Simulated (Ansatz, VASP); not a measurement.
# CoSn3 in VASP and in Ansatz

```xyz
4
Lattice="0.0000 3.4793 3.4793 3.4793 0.0000 3.4793 3.4793 3.4793 0.0000" Properties=species:S:1:pos:R:3 pbc="T T T"
Sn    1.7397    1.7397    1.7397
Sn    5.2190    5.2190    5.2190
Sn    3.4793    3.4793    3.4793
Co    0.0000    0.0000    0.0000
```

Alike in both runs: functional PBEsol; k mesh 10 × 10 × 10; occupations gaussian, width 0.1 eV; collinear spin.

Ansatz relaxed the structure, and its values are those at the end. VASP's run is a single point on that final structure, the one shown.

|  | VASP | Ansatz |
| --- | --- | --- |
| version | VASP 6.6.1 | Ansatz 0.2.0 |
| potentials or method | VASP PAW PBE potentials, release 64 (Sn_d, Co) | scalar-relativistic, plane waves, PAW |
| plane-wave cutoff (eV) | 520 | 420 |
| valence electrons in the cell | 51 | 59 |

```csv
,VASP,Ansatz,Ansatz less VASP
gap on the k mesh at the Fermi level (eV),none,none,-
pressure (GPa),-0.1,0.0,+0.10
net moment per atom (μB),0.19,0.19,+0.003
size of the moment on the site where the two differ most (μB),0.96,0.98,+0.023
```

Site moments also hang on the region over which each program counts them. A gap of «none» marks a metal or a gap that the smearing closes. The two sets of potentials don't hold the same shells in valence.

Caveats: the PAW data sets were made with another functional, which shifts forces and pressure a little (VASP).
